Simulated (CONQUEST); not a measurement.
## InPd under changes of volume

One of the cells (17.513 Å³/atom); the others are scaled copies at fixed shape and fractional positions:

```
CELL_PARAMETERS angstrom
3.27188 0.00000 0.00000
0.00000 3.27188 0.00000
0.00000 0.00000 3.27188
ATOMIC_POSITIONS crystal
In 0.00000 0.00000 0.00000
Pd 0.50000 0.50000 0.50000
```

The cell comes from a database or a generator and needn't be the stable form of this composition.

| Quantity | Value |
| --- | --- |
| Program | CONQUEST 1.3 |
| Functional | PBE |
| Potentials or basis | PseudoDojo NC PBE, SZ, grid of 32 × 32 × 32 points |
| k mesh | 8 × 8 × 8 |
| Occupations | fermi-dirac, width 0.05 eV |
| Spin | no spin polarisation |

```csv
volume (Å³/atom),energy over the lowest point (meV/atom),pressure (GPa)
16.462,181.64,24.6
16.813,132.38,20.6
17.163,91.57,16.8
17.513,?,?
17.863,33.36,10.6
18.214,13.82,7.5
18.564,0.00,5.2
```

What does the run at 17.513 Å³/atom give?

Energy over the lowest point 59.22 meV/atom; pressure 13.1 GPa.

Worked out: A Birch-Murnaghan fit of order 3 (a polynomial in V^(-2/3)) to the other rows has no minimum within the range. It gives 59.01 meV/atom at 17.513 Å³/atom, against the run's 59.22, and -dE/dV = 13.3 GPa, against 13.1.

Energies are extrapolated to zero smearing.

Caveats: the atomic basis is small; the basis of atomic orbitals isn't converged, which shifts pressures, moduli and gaps.
